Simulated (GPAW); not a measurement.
Cl:

```
CELL_PARAMETERS angstrom
3.14500 -2.25000 0.00000
3.14500 2.25000 0.00000
0.00000 0.00000 8.21000
ATOMIC_POSITIONS crystal
Cl 0.37000 0.63000 0.40000
Cl 0.13000 0.87000 0.90000
Cl 0.63000 0.37000 0.60000
Cl 0.87000 0.13000 0.10000
```

Base run:

```yaml
Program: GPAW 26.7.0
Functional: PBEsol
Potentials_or_basis: PAW data sets generated in the run's folder for this functional
Cutoff: 600 eV
Basis: pw
k_mesh: 5 × 5 × 3
Occupations: fermi-dirac, width 0.05 eV
Spin: no spin polarisation
```

Its results: band gap on the k mesh 2.43 eV, indirect (least direct gap 2.48 eV); pressure -0.9 GPa; largest force 0.123 eV/Å.

Question: The run is repeated on the same cell with these changes: functional from PBEsol to PW91. What comes out?

Answer: Band gap on the k mesh 2.49 eV, indirect (least direct gap 2.54 eV); pressure 0.7 GPa; largest force 0.171 eV/Å.

PW91 binds less tightly than PBEsol, so the same cell stands under more pressure.

Not every run made on this cell is shown here.
